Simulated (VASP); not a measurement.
A run of VASP 6.6.1 is set up as follows.

The input INCAR:

```
SYSTEM = GaAs
  ALGO = Normal
  EDIFF = 1E-6
  ENCUT = 520
  GGA = PE
  ICORELEVEL = 1
  ISIF = 2
  ISMEAR = 0
  LASPH = .True.
  LCHARG = .False.
  LREAL = .False.
  LWAVE = .False.
  NBANDS = 16
  NELM = 80
  PREC = Accurate
  SIGMA = 0.03
```

KPOINTS

```
k-points
0
Gamma
  10 10 10
  0 0 0
```

POSCAR

```
GaAs                                    
1.0
    0.0000000000      2.8751155360      2.8751155360
    2.8751155360      0.0000000000      2.8751155360
    2.8751155360      2.8751155360      0.0000000000
  Ga              As            
     1     1
Direct
     0.0000000000000000    0.0000000000000000    0.0000000000000000
     0.2500000000000000    0.2500000000000000    0.2500000000000000
```

File KPOINTS_OPT:

```
explicit points
109
Reciprocal
 0.0000000000  0.0000000000  0.0000000000 1
 0.0555555556  0.0000000000  0.0555555556 1
 0.1111111111  0.0000000000  0.1111111111 1
 0.1666666667  0.0000000000  0.1666666667 1
 0.2222222222  0.0000000000  0.2222222222 1
 0.2777777778  0.0000000000  0.2777777778 1
 0.3333333333  0.0000000000  0.3333333333 1
 0.3888888889  0.0000000000  0.3888888889 1
 0.4444444444  0.0000000000  0.4444444444 1
 0.5000000000  0.0000000000  0.5000000000 1
 0.5000000000  0.0000000000  0.5000000000 1
 0.5000000000  0.0277777778  0.5277777778 1
 0.5000000000  0.0555555556  0.5555555556 1
 0.5000000000  0.0833333333  0.5833333333 1
 0.5000000000  0.1111111111  0.6111111111 1
 0.5000000000  0.1388888889  0.6388888889 1
 0.5000000000  0.1666666667  0.6666666667 1
 0.5000000000  0.1944444444  0.6944444444 1
 0.5000000000  0.2222222222  0.7222222222 1
 0.5000000000  0.2500000000  0.7500000000 1
 0.5000000000  0.2500000000  0.7500000000 1
 0.4861111111  0.2638888889  0.7500000000 1
 0.4722222222  0.2777777778  0.7500000000 1
 0.4583333333  0.2916666667  0.7500000000 1
 0.4444444444  0.3055555556  0.7500000000 1
 0.4305555556  0.3194444444  0.7500000000 1
 0.4166666667  0.3333333333  0.7500000000 1
 0.4027777778  0.3472222222  0.7500000000 1
 0.3888888889  0.3611111111  0.7500000000 1
 0.3750000000  0.3750000000  0.7500000000 1
 0.3750000000  0.3750000000  0.7500000000 1
 0.3333333333  0.3333333333  0.6666666667 1
 0.2916666667  0.2916666667  0.5833333333 1
 0.2500000000  0.2500000000  0.5000000000 1
 0.2083333333  0.2083333333  0.4166666667 1
 0.1666666667  0.1666666667  0.3333333333 1
 0.1250000000  0.1250000000  0.2500000000 1
 0.0833333333  0.0833333333  0.1666666667 1
 0.0416666667  0.0416666667  0.0833333333 1
 0.0000000000  0.0000000000  0.0000000000 1
 0.0000000000  0.0000000000  0.0000000000 1
 0.0555555556  0.0555555556  0.0555555556 1
 0.1111111111  0.1111111111  0.1111111111 1
 0.1666666667  0.1666666667  0.1666666667 1
 0.2222222222  0.2222222222  0.2222222222 1
 0.2777777778  0.2777777778  0.2777777778 1
 0.3333333333  0.3333333333  0.3333333333 1
 0.3888888889  0.3888888889  0.3888888889 1
 0.4444444444  0.4444444444  0.4444444444 1
 0.5000000000  0.5000000000  0.5000000000 1
 0.5000000000  0.5000000000  0.5000000000 1
 0.5138888889  0.4722222222  0.5138888889 1
 0.5277777778  0.4444444444  0.5277777778 1
 0.5416666667  0.4166666667  0.5416666667 1
 0.5555555556  0.3888888889  0.5555555556 1
 0.5694444444  0.3611111111  0.5694444444 1
 0.5833333333  0.3333333333  0.5833333333 1
 0.5972222222  0.3055555556  0.5972222222 1
 0.6111111111  0.2777777778  0.6111111111 1
 0.6250000000  0.2500000000  0.6250000000 1
 0.6250000000  0.2500000000  0.6250000000 1
 0.6111111111  0.2500000000  0.6388888889 1
 0.5972222222  0.2500000000  0.6527777778 1
 0.5833333333  0.2500000000  0.6666666667 1
 0.5694444444  0.2500000000  0.6805555556 1
 0.5555555556  0.2500000000  0.6944444444 1
 0.5416666667  0.2500000000  0.7083333333 1
 0.5277777778  0.2500000000  0.7222222222 1
 0.5138888889  0.2500000000  0.7361111111 1
 0.5000000000  0.2500000000  0.7500000000 1
 0.5000000000  0.2500000000  0.7500000000 1
 0.5000000000  0.2777777778  0.7222222222 1
 0.5000000000  0.3055555556  0.6944444444 1
 0.5000000000  0.3333333333  0.6666666667 1
 0.5000000000  0.3611111111  0.6388888889 1
 0.5000000000  0.3888888889  0.6111111111 1
 0.5000000000  0.4166666667  0.5833333333 1
 0.5000000000  0.4444444444  0.5555555556 1
 0.5000000000  0.4722222222  0.5277777778 1
 0.5000000000  0.5000000000  0.5000000000 1
 0.5000000000  0.5000000000  0.5000000000 1
 0.4861111111  0.4861111111  0.5277777778 1
 0.4722222222  0.4722222222  0.5555555556 1
 0.4583333333  0.4583333333  0.5833333333 1
 0.4444444444  0.4444444444  0.6111111111 1
 0.4305555556  0.4305555556  0.6388888889 1
 0.4166666667  0.4166666667  0.6666666667 1
 0.4027777778  0.4027777778  0.6944444444 1
 0.3888888889  0.3888888889  0.7222222222 1
 0.3750000000  0.3750000000  0.7500000000 1
 0.6250000000  0.2500000000  0.6250000000 1
 0.6111111111  0.2222222222  0.6111111111 1
 0.5972222222  0.1944444444  0.5972222222 1
 0.5833333333  0.1666666667  0.5833333333 1
 0.5694444444  0.1388888889  0.5694444444 1
 0.5555555556  0.1111111111  0.5555555556 1
 0.5416666667  0.0833333333  0.5416666667 1
 0.5277777778  0.0555555556  0.5277777778 1
 0.5138888889  0.0277777778  0.5138888889 1
 0.5000000000  0.0000000000  0.5000000000 1
 0.0000000000  0.0000000000  0.0000000000 1
 0.3750000000  0.3750000000  0.7500000000 1
 0.5000000000  0.5000000000  0.5000000000 1
 0.6250000000  0.2500000000  0.6250000000 1
 0.5000000000  0.2500000000  0.7500000000 1
 0.5000000000  0.0000000000  0.5000000000 1
 0.4000000000  0.0000000000  0.4000000000 1
 0.4250000000  0.0000000000  0.4250000000 1
 0.4500000000  0.0000000000  0.4500000000 1
```

Potentials or basis: VASP PAW PBE potentials, release 64 (Ga_d, As).

The run is started by

```console
$ cat potpaw_PBE.64/Ga_d/POTCAR potpaw_PBE.64/As/POTCAR > POTCAR
$ mpirun -np 1 vasp_std > vasp.out
```

(1) What does it give for the pressure?

(2) Estimate the band gap along the path.

## Answers

(1) 0.0 GPa.

(2) 0.14 eV, direct.

**The experiment to reproduce.**

From “Evidence of valence band perturbations in GaAsN/GaAs(001): A combined variable-angle spectroscopic ellipsometry and modulated photoreflectance investigation”, 2008, arxiv:0805.2212, for a bulk crystal of GaAs at 300 K: band gap 1.412 ± 0.01 eV (direct).

Against the measured gap of GaAs, 1.412 eV (direct; 300 K; “Evidence of valence band perturbations in GaAsN/GaAs(001): A combined variable-angle spectroscopic ellipsometry and modulated photoreflectance investigation”, 2008, arxiv:0805.2212), the calculated 0.14 eV is off by -1.27 eV. So large a miss can be the level of theory's own, or it may mean another phase, state or a wrong row. 3 values of this kind are on record (1.412 to 1.51 eV); this one was drawn at random among those near their median, those with a stated uncertainty first. Spin-orbit coupling on As, Ga is left out. The value is that of PBE, without temperature or zero-point motion. Semilocal functionals fall short of measured gaps as a rule.
